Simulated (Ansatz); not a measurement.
# MnO₂ in the CdI2-type structure

Computed with Ansatz (plane waves, PAW, 420 eV cutoff): PBE+U (U_eff = 3.9 eV on Mn 3d), scalar-relativistic, collinear spin, 6×6×4 k-mesh, Gaussian smearing of 0.05 eV; PAW files: Ansatz's generated set soft_2.

```
Mn O
1.0
     2.92030    0.00000    0.00000
    -1.46015    2.52905    0.00000
     0.00000    0.00000    5.50702
Mn O
1 2
Direct
  0.00000 0.00000 0.00000
  0.33333 0.66667 0.17287
  0.66667 0.33333 0.82713
```

The start was a prototype's sites filled with these elements. The Crystallography Open Database lists the compound in space groups Pnma, I4/m, P42/mnm, so this is a trial structure.

Starting moments: Mn 3.1 μB on each such atom, all parallel.

The open shells were started in several ways at this geometry:
- carried from the relaxation
- from atoms, symmetry kept, no search for lower states
- from atoms, default search
- from atoms, wider search

Question: Do they end in different states?

Answer: No. All 4 end within 0.5 meV/atom, with a gap of 1.90 eV, spin moments Mn 2.87; O -0.14 μB and occupations Mn1 up: 0.57 0.57 0.99 0.99 0.99; Mn1 down: 0.09 0.09 0.09 0.30 0.30.

With a Hubbard U or exact exchange the result depends on the state in which the open shell ends, and a lower one can't be excluded. Site moments are of spin, integrated over atomic spheres. The structure is built of weakly bound layers, and this functional has no dispersion term, so their spacing and all that hangs on it (volume, the soft elastic constants, low modes, dielectric constants) are poorly given.
